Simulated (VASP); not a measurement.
Wanted: the native input for a VASP 6.6.1 run.

```
Task                               : single point
Functional                         : HSE03
Dispersion                         : D3(BJ)
Potentials or basis                : VASP PAW PBE potentials, release 64 (Mg)
Cutoff                             : 520 eV
k mesh                             : 5 × 5 × 5
Occupations                        : fermi-dirac, width 0.1 eV
Spin                               : no spin polarisation
Grid for exact exchange (PRECFOCK) : Fast
Further INCAR settings             : ALGO = Normal; EDIFF = 1e-07
```

The system is Mg.

```
Mg
1.0
    -0.02879    2.15538    2.30905
     2.22096    0.00211    2.27815
     2.26720    2.17071   -0.04413
Mg
1
Direct
  0.00952 0.98155 0.01433
```

The cell isn't the ideal one: cell strained at random at fixed volume.

One way to write it, as run:

POSCAR

```
Mg
1.0
   -0.0287910000      2.1553760000      2.3090490000
    2.2209590000      0.0021110000      2.2781480000
    2.2672000000      2.1707150000     -0.0441300000
Mg
1
Direct
    0.0095240000     -0.0184490000      0.0143260000
```

INCAR.step1

```
PREC     = Accurate       # precision mode
ENCUT    = 520            # plane-wave cutoff, eV
EDIFF    = 1E-5           # SCF threshold, eV
ISMEAR   = -1             # smearing method
SIGMA    = 0.1            # smearing width, eV
LREAL    = False          # projectors in reciprocal space
LASPH    = True           # aspherical terms in the spheres
NELM     = 80             # most SCF steps
ALGO     = Normal         # electronic algorithm
ISIF     = 2              # what is computed and relaxed
LWAVE    = True           # write WAVECAR
GGA      = PE             # functional
```

INCAR.step2

```
PREC     = Accurate       # precision mode
ENCUT    = 520            # plane-wave cutoff, eV
EDIFF    = 1E-7           # SCF threshold, eV
ISMEAR   = -1             # smearing method
SIGMA    = 0.1            # smearing width, eV
LREAL    = False          # projectors in reciprocal space
LASPH    = True           # aspherical terms in the spheres
NELM     = 80             # most SCF steps
ALGO     = Normal         # electronic algorithm
ISIF     = 2              # what is computed and relaxed
LWAVE    = False          # write WAVECAR
LCHARG   = True           # write CHGCAR
GGA      = PE             # functional
LHFCALC  = True           # exact exchange
HFSCREEN = 0.3            # screening, 1/A
PRECFOCK = Fast         
IVDW     = 12             # dispersion correction
VDW_S6   = 1.0          
VDW_S8   = 1.1243       
VDW_A1   = 0.0          
VDW_A2   = 6.8889       
LELF     = True           # ELF
LVHAR    = True         
ISTART   = 1
```

KPOINTS

```
Automatic mesh
0
Gamma
  5 5 5
```

Potentials or basis: VASP PAW PBE potentials, release 64 (Mg).

Command:

```bash
$ cat potpaw_PBE.64/Mg/POTCAR > POTCAR
$ cp INCAR.step1 INCAR
$ mpirun -np 1 vasp_std > vasp.out
$ cp INCAR.step2 INCAR
$ mpirun -np 1 vasp_std > vasp.out
```

It gave:

```
Pressure                   : -5.3 GPa
Band gap on the k mesh     : none (metal or under the smearing width)
Dispersion energy per atom : -0.832 eV
```

Caveat: the k mesh is coarse (spacing up to 0.49 Å⁻¹), so the values aren't converged, least of all with exact exchange; the PAW data sets were made with another functional, which shifts forces and pressure a little; pairwise dispersion overbinds metals, which lowers pressure and volume.

Wall time 40 s on 1 thread of Intel(R) Xeon(R) 6975P-C (Granite Rapids) (shared host), peak memory 0.24 GiB.
